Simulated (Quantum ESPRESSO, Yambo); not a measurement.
Planning a run of Yambo 5.3.0 on BAs (F-43m). The input:

```
optics
bss
bse
em1s
dipoles
rim_cut
RandQpts= 1000000
RandGvec= 1 RL
Chimod= "HARTREE"
BSKmod= "SEX"
BSEmod= "resonant"
BSSmod= "d"
BSENGexx= 30 Ry
BSENGBlk= 6 Ry
% BSEQptR
 1 | 1 |
%
% BSEBands
 7 | 13 |
%
% BEnRange
 0 | 9 | eV
%
% BDmRange
 0.1 | 0.1 | eV
%
BEnSteps= 181
% BLongDir
 1 | 0 | 0 |
%
% BndsRnXs
 1 | 37 |
%
NGsBlkXs= 6 Ry
% LongDrXs
 1 | 1 | 1 |
%
% KfnQP_E
 0.795 | 1.0 | 1.0 |
%
WRbsWF
```

```sh
OMP_NUM_THREADS=1 mpirun -n 4 yambo -F bse3.in -J bse3 -C bse3 > bse3.log
```

The stored states that it reads are on a 6×6×6 mesh. Symmetry: F-43m, No. 216, cubic system. Conventional cell: a = 4.777 Å, b = 4.777 Å, c = 4.777 Å, α = 90.00°, β = 90.00°, γ = 90.00°. Nearest to B lie 4 As at 2.07 Å. As has 4 B at 2.07 Å nearest. Farther neighbours are not listed.

Question: Estimate wall time and host memory on 4 MPI ranks of Arm Neoverse V1, shared host.

It took 85 s; on shared hardware allow 43 s to 2.8 min. Peak host memory was 1.6 GiB.

The kernel grows as the square of the matrix size, and full diagonalisation as its cube.

[Paths, hosts, dates, memory and timing lines, banners, echoed tables and standing remarks are left out of the program output.]

[Logs are printed without paths, hosts, clocks, repeated set-up lines and the standing remarks that a program may print on its own settings, such as how far it seeks lower states.]

[Runs of the session that timed out or met a known fault of the program may be left out.]

[Hosts, paths, dates, database ids (printed as entryN), source tags and the programs' standing remarks are cut or masked in the printed files.]
